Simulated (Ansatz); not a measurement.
Se: stiffness from a series of strains

```
CELL_PARAMETERS angstrom
4.36620 0.00000 0.00000
-2.18310 3.78124 0.00000
0.00000 0.00000 4.95360
ATOMIC_POSITIONS crystal
Se 0.22540 0.00000 0.33333
Se 0.00000 0.22540 0.66667
Se 0.77460 0.77460 0.00000
```

Atom numbers follow the list: Se1, Se2, Se3.

The cell is COD entry 9012501, as deposited and not checked against the literature; nothing was relaxed.

Computed with DFT, LDA, all-electron LAPW, scalar-relativistic in Ansatz 0.2.0.

Numerical set-up: a Γ-centred 6×6×5 k mesh, Fermi–Dirac smearing of 0.03 eV, basis error target 0.5 meV/atom, no spin polarisation.

The strain is applied along the Cartesian axes of the cell as listed (the other components stay zero). Fractional coordinates are held (clamped ions).

σ is the change of stress from the unstrained cell, which is at -1.27 GPa; tension is positive, so slopes are stress–strain coefficients at that pressure.

Only quantities that a quadratic follows smoothly over the whole series are listed; rougher ones are left out.

```
    εzz  σzz (GPa)  σxx (GPa)
-0.0200      -2.60      -1.11
 0.0000       0.00       0.00
 0.0100       1.22       0.50
 0.0200       2.39       0.96
```

(1) Fit the series and read off the stiffness at zero strain.

(2) One run, at εzz = -0.0100, is withheld. Predict its row.

Results:

(1) Least-squares fits y = p0 + p1 x + p2 x² to the rows give σzz (GPa): p1 = 125, p2 = -260; σxx (GPa): p1 = 51.8, p2 = -190. So C33 = 125 GPa and C13 = 52 GPa, for these axes.

(2) The fits give -1.27, -0.54; the run gave -1.27, -0.53.
